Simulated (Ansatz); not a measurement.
Crystal: TaN.

```xyz
2
Lattice="0.0000 2.2113 2.2113 2.2113 0.0000 2.2113 2.2113 2.2113 0.0000" Properties=species:S:1:pos:R:3 pbc="T T T"
Ta    2.2113    2.2113    2.2113
N     0.0000    0.0000    0.0000
```

The cell comes from a database or a generator and needn't be the stable form of this composition.

Base run:

| Quantity | Value |
| --- | --- |
| Program | Ansatz 0.2.0 |
| Functional | r2SCAN |
| Potentials or basis | Ansatz PAW |
| Cutoff | 500 eV (not typed: the program's choice for these potentials) |
| k mesh | 10 × 10 × 10 |
| Occupations | fermi-dirac, width 0.05 eV |
| Spin | no spin polarisation |
| Hubbard terms | Ta d U = 4 eV |

Its results: band gap on the k mesh none (metal or under the smearing width); pressure -2.4 GPa.

**Question.** The run is repeated on the same cell with these changes: hubbard terms from Ta d U = 4 eV to Ta d U = 6 eV. What comes out?

**Answer.** Band gap on the k mesh none (metal or under the smearing width); pressure -0.1 GPa.

Caveats: U without spin polarisation on a metal has little footing; the PAW data sets come from PBE, with cores solved anew for the run's functional, which leaves a small shift of forces and pressure; the density of states is complete only up to the lowest level of the last band computed.
